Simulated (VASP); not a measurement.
Here is a VASP 6.6.1 calculation.

POSCAR

```
InSe
1.0
    4.0500000000      0.0000000000      0.0000000000
   -2.0250000000      3.5074028853      0.0000000000
    0.0000000000      0.0000000000     16.9300000000
In Se
4 4
Direct
    0.3333333333      0.6666666667      0.1570000000
    0.6666666667      0.3333333333      0.6570000000
    0.3333333333      0.6666666667      0.3430000000
    0.6666666667      0.3333333333      0.8430000000
    0.3333333333      0.6666666667      0.6020000000
    0.6666666667      0.3333333333      0.1020000000
    0.3333333333      0.6666666667      0.8980000000
    0.6666666667      0.3333333333      0.3980000000
```

The input INCAR.step1:

```
PREC = Accurate
ENCUT = 400
EDIFF = 1E-5
ISMEAR = 0
SIGMA = 0.02
LREAL = False
LASPH = True
NELM = 100
ALGO = Normal
ISIF = 2
LWAVE = True
LCHARG = False
NBANDS = 48
GGA = PE
```

The input INCAR.step2:

```
PREC = Accurate
ENCUT = 400
EDIFF = 1E-6
ISMEAR = 0
SIGMA = 0.02
LREAL = False
LASPH = True
NELM = 100
ALGO = Normal
ISIF = 2
LWAVE = False
LCHARG = False
GGA = PE
LHFCALC = True
HFSCREEN = 0.2
PRECFOCK = Fast
NBANDS = 48
ISTART = 1
```

File KPOINTS:

```
regular mesh
0
Gamma
  3 3 1
```

Potentials or basis: VASP PAW PBE potentials, release 64 (In_d, Se).

Run with:

```sh
$ cat potpaw_PBE.64/In_d/POTCAR potpaw_PBE.64/Se/POTCAR > POTCAR
$ cp INCAR.step1 INCAR
$ mpirun -np 1 vasp_std > vasp.out
$ cp INCAR.step2 INCAR
$ mpirun -np 1 vasp_std > vasp.out
```

(1) What does it give for the band gap on the k mesh?

(2) What does it give for the pressure?

Answers

(1) 0.31 eV, direct.

(2) 6.4 GPa.

Caveat: the k mesh is coarse (spacing up to 0.60 Å⁻¹), so the values aren't converged, least of all with exact exchange; the PAW data sets were made with another functional, which shifts forces and pressure a little; spin-orbit coupling is left out, which moves the levels of the heavy elements; this functional lacks dispersion, which binds the layers, so the pressure and a relaxed spacing across them are unreliable.
